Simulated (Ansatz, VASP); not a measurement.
## Sn: VASP beside Ansatz

```
CELL_PARAMETERS angstrom
0.00000 3.16734 3.16734
3.16734 0.00000 3.16734
3.16734 3.16734 0.00000
ATOMIC_POSITIONS crystal
Sn 0.75000 0.75000 0.75000
Sn 0.50000 0.50000 0.50000
```

Change from the starting cell: volume scaled by 0.94.

Alike in both runs: task single point; functional r2SCAN; k mesh 7 × 7 × 7; occupations fermi-dirac, width 0.05 eV; no spin polarisation.

|  | VASP | Ansatz |
| --- | --- | --- |
| version | VASP 6.6.1 | Ansatz 0.2.0 |
| potentials or method | VASP PAW PBE potentials, release 64 (Sn_d) | Ansatz PAW |
| plane-wave cutoff (eV) | 520 | 500 |
| valence electrons in the cell | 28 | 28 |

|  | VASP | Ansatz | Ansatz less VASP |
| --- | --- | --- | --- |
| gap on the k mesh at the Fermi level (eV) | 0.19 | 0.18 | -0.002 |
| least direct gap on the mesh (eV) | 0.19 | 0.18 | -0.002 |
| pressure (GPa) | 5.9 | 6.0 | +0.04 |

Caveats: spin-orbit coupling is left out, which moves the levels of the heavy elements; the PAW data sets were made with another functional, which shifts forces and pressure a little (VASP); an odd mesh through Γ misses points on the zone boundary, where band edges often lie (VASP); odd divisions of the mesh miss points on the zone boundary, where band edges often lie, so the gap on the mesh can be too wide (Ansatz); the PAW data sets come from PBE, with cores solved anew for the run's functional, which leaves a small shift of forces and pressure (Ansatz).
